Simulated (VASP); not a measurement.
A run of VASP 6.6.1 is set up as follows.

File INCAR:

```
PREC = Accurate
ENCUT = 520
EDIFF = 1E-6
ISMEAR = 0
SIGMA = 0.02
LREAL = F
LASPH = T
NELM = 60
ALGO = Normal
ISIF = 2
LWAVE = F
LCHARG = T
LDIPOL = T
IDIPOL = 3
DIPOL = 0.5 0.5 0.500
GGA = PE
IVDW = 12
LELF = T
LVHAR = T
LVACPOTAV = T
NBANDS = 20
```

KPOINTS

```
regular mesh
0
Gamma
  9 9 1
```

File POSCAR:

```
Te2Mo
1.0
    3.5038241375      0.0000000000      0.0000000000
   -1.7519120687      3.0344007135      0.0000000000
    0.0000000000      0.0000000000     33.2702850480
Te Mo
2 1
Direct
    0.3333333333      0.6666666667      0.4453867186
    0.3333333333      0.6666666667      0.5546132814
    0.6666666667      0.3333333333      0.5000000000
```

Potentials or basis: VASP PAW PBE potentials, release 64 (Te, Mo_sv).

Run with:

```bash
$ cat potpaw_PBE.64/Te/POTCAR potpaw_PBE.64/Mo_sv/POTCAR > POTCAR
$ mpirun -np 1 vasp_std > vasp.out
```

Problem. Predict the band gap on the k mesh.

Solution. 1.19 eV, direct.

Problem. Predict the largest force.

Solution. 0.013 eV/Å.

Problem. What does it give for the ionisation potential of the upper face?

Solution. 4.84 eV.

Forces in eV/Å, atoms in the order of the input:
```
Te   0.000  0.000 -0.013
Te   0.000  0.000  0.013
Mo   0.000  0.000  0.000
```

Caveat: spin-orbit coupling is left out, which moves the levels of the heavy elements. As with any semilocal functional, this PBE gap is likely too small.
